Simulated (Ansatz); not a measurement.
# Varying the input for Cu

The reference input for Ansatz (plane-wave DFT with PAW):

```yaml
crystal:
  lattice:
    - [11.5702539529, 0.0, 0.0]
    - [0.0, 2.2382121, 0.0]
    - [-4.595623942, 0.0, 21.7433883473]
  atoms:
    - { symbol: Cu, position: [0.5, 0.5, 0.5] }
basis:
  ecutwfc: 420
kpoints:
  mp_grid: { grid: [2, 6, 1] }
hamiltonian:
  xc: pbe
scf:
  occupations: { method: gaussian, width: 0.1 }
output:
  forces: true
  stress: true
  eigenvalues: true
```

Command:

```bash
ansatz run input.yaml --threads 1 --pin off --max-ram 1331MiB --backend cpu --events-out ev --progress --plain --runs-dir out
```

The run converges in 7 SCF iterations on 8 irreducible k-points: pressure 0.08 GPa, no gap.

Settings here are deliberately varied, not converged. Each trial's input is given as a difference from the reference's; energies are extrapolated to zero smearing where there is one, and pressure is positive in compression.

Trial 1:

```diff
 scf:
+  n_extra_bands: 8
```

The run converges in 7 SCF iterations on 8 irreducible k-points: the reference's energy to 0.01 meV per atom, pressure 0.08 GPa, no gap.

Trial 2:

```diff
 kpoints:
-  mp_grid: { grid: [2, 6, 1] }
+  mp_grid: { grid: [1, 2, 1] }
 output:
+  optics: { e_range: [0, 10], sigma: 0.2 }
```

The run converges in 9 SCF iterations on 2 irreducible k-points: energy 166 meV per atom below the reference, pressure 0.21 GPa, no gap. It warns that optics were asked on partly filled bands.

Trial 3:

```diff
 kpoints:
-  mp_grid: { grid: [2, 6, 1] }
+  mp_grid: { grid: [1, 2, 1] }
 scf:
+  n_extra_bands: 1
+  max_iter: 92
+magnetization:
+  spin_polarized: true
+  per_species: { Xx: 2.0 }
+relaxation: {}
```

The program refuses the input:

```text
Error: YAML parse error: error: line 24 column 18: `Xx` is not an element symbol (H … Og, case-exact)
```

Next try, with these keys changed back:

```diff
-magnetization:
-  spin_polarized: true
-  per_species: { Xx: 2.0 }
```

The program refuses the input:

```text
Error: YAML parse error: error: line 22 column 1: unknown field `relaxation`, expected one of crystal, accuracy, basis, kpoints, hamiltonian, magnetization, projection, total_charge, correlation, batch, efield, external_charges, scf, relax, neb, saddle, md, ramp, phonons, dielectric, real_time …
```

Next try, without the unknown key:

```diff
-relaxation: {}
```

The run converges in 7 SCF iterations on 2 irreducible k-points: energy 166 meV per atom below the reference, pressure 0.21 GPa, no gap.

Trial 4:

```diff
 basis:
-  ecutwfc: 420
+  ecutwfc: 410
 kpoints:
-  mp_grid: { grid: [2, 6, 1] }
+  mp_grid: { grid: [2, 2, 1] }
```

The run converges in 7 SCF iterations on 4 irreducible k-points: energy 165 meV per atom below the reference, pressure 0.21 GPa, no gap. It warns that the cutoff lies under the recommended one, 420 eV for these potentials.

Trial 5:

```diff
 hamiltonian:
-  xc: pbe
+  xc: pbesol
```

The run converges in 7 SCF iterations on 8 irreducible k-points: pressure 0.02 GPa, no gap.

Trial 6:

```diff
 hamiltonian:
+  dispersion: mbd
 scf:
+  max_iter: 51
```

The program refuses the input:

```text
Error: YAML parse error: error: line 14 column 15: hamiltonian.dispersion: `mbd` is not `none`, `rvv10`, `d3bj`, `d3bjatm`, `d4` or a map `{method: …, s8: …, a1: …, a2_bohr: …}` (numbers without units, a2 in bohr) or `{method: …, functional: …}`
```